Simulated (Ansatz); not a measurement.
A series in volume scale on GdN

Results calculated with Ansatz 0.2.0, not measured. Periodic Kohn-Sham DFT of a crystal at fixed atoms, scaled to volume_scale times the given cell; pressure positive in compression, energy less spherical unpolarised free atoms, largest_vzz the field gradient of largest size among the nuclei.

The cell before it is scaled or strained (space group Fm-3m, No. 225):
```
GdN
1.0
      0.0000     2.4995     2.4995
      2.4995     0.0000     2.4995
      2.4995     2.4995     0.0000
Gd N
1 1
Direct
  0.00000 0.00000 0.00000
  0.50000 0.50000 0.50000
```

Settings of every row: method frozen-core PAW; functional PBE; relativity scalar; k mesh 13x13x13; filling fermi-dirac; smearing width 0.05 eV; wave cutoff 420 eV; paw set soft_2.

Atom:
| element | start moment (bohr magneton) |
| --- | --- |
| Gd | 7 |
| N | 0 |

Limits: no spin-orbit coupling on heavy atoms; open f shell, the state may not be the lowest; with one magnetic atom in the cell only parallel moments are possible.

| row | volume scale | V (Å³/atom) | pressure (GPa) |
| --- | --- | --- | --- |
| 1 | 0.9405 | 14.686 | 8.558 |
| 2 | 0.97 | 15.147 | 3.291 |
| 3 | 1 | 15.616 | -1.309 |
| 4 | 1.03 | 16.084 | -5.248 |
| 5 | 1.06 | 16.553 | ? |

Cell moment is 7 bohr magneton in every row.

Question: what pressure should row 5 give?

Worked fit of pressure. Take u = (V_r/V)^(2/3) − 1 with V_r = 15.381 Å³ an atom, which is twice the finite (Eulerian) strain; such expansions in the strain, on which the Birch-Murnaghan equation of state is built, carry the rest volume and the bulk modulus. The shown rows have u = 0.03131, 0.01027, -0.01006, -0.02936. Least squares give pressure = 0.9081 + 226.415 × u + 571.19 × u² GPa; a straight line predicts inner rows, each left out in turn, worse (root mean square 0.33 against 0.0061 GPa). The rows lie off it by 0.001, -0.003, 0.003, -0.001. The withheld row has u = -0.04778, so the fit gives 0.9081 + 226.415 × (-0.04778) + 571.19 × (-0.04778)² = -8.606 GPa.

The calculation gave -8.614 GPa. The fit lies 0.008 GPa (0.047 % of the column's range) above it; its largest miss of a shown row is 0.003 GPa. This row lies beyond the range of the fit.
